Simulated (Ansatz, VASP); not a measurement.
## One calculation of ZnO, two programs

```xyz
4
Lattice="3.2554 0.0000 0.0000 -1.6277 2.8193 0.0000 0.0000 0.0000 5.2493" Properties=species:S:1:pos:R:3 pbc="T T T"
Zn    0.0000    1.8795    0.0076
Zn    1.6277    0.9398    2.6323
O     0.0000    1.8795    1.9982
O     1.6277    0.9398    4.6228
```

Alike in both runs: functional RPBE; dispersion D4; k mesh 8 × 8 × 6; occupations gaussian, width 0.05 eV; no spin polarisation.

Ansatz relaxed the structure, and its values are those at the end. VASP's run is a single point on that final structure, the one shown.

|  | VASP | Ansatz |
| --- | --- | --- |
| version | VASP 6.6.1 | Ansatz 0.2.0 |
| potentials or method | VASP PAW PBE potentials, release 64 (Zn, O) | scalar-relativistic, plane waves, PAW |
| plane-wave cutoff (eV) | 520 | 420 |
| valence electrons in the cell | 36 | 36 |

Ansatz gave:

- gap on the k mesh at the Fermi level (eV): 0.88
- least direct gap on the mesh (eV): 0.88
- pressure (GPa): 0.2
- rms of the force components (eV/Å): 0.004
- dispersion energy (meV/atom): -502.2

**Question.** Which values does VASP return?

**Answer.** gap on the k mesh at the Fermi level (eV): 0.85; least direct gap on the mesh (eV): 0.85; pressure (GPa): 1.3; rms of the force components (eV/Å): 0.002; dispersion energy (meV/atom): -502.1.

Caveats: the PAW data sets were made with another functional, which shifts forces and pressure a little (VASP). A hybrid or GW would open this gap; RPBE tends to underestimate it.
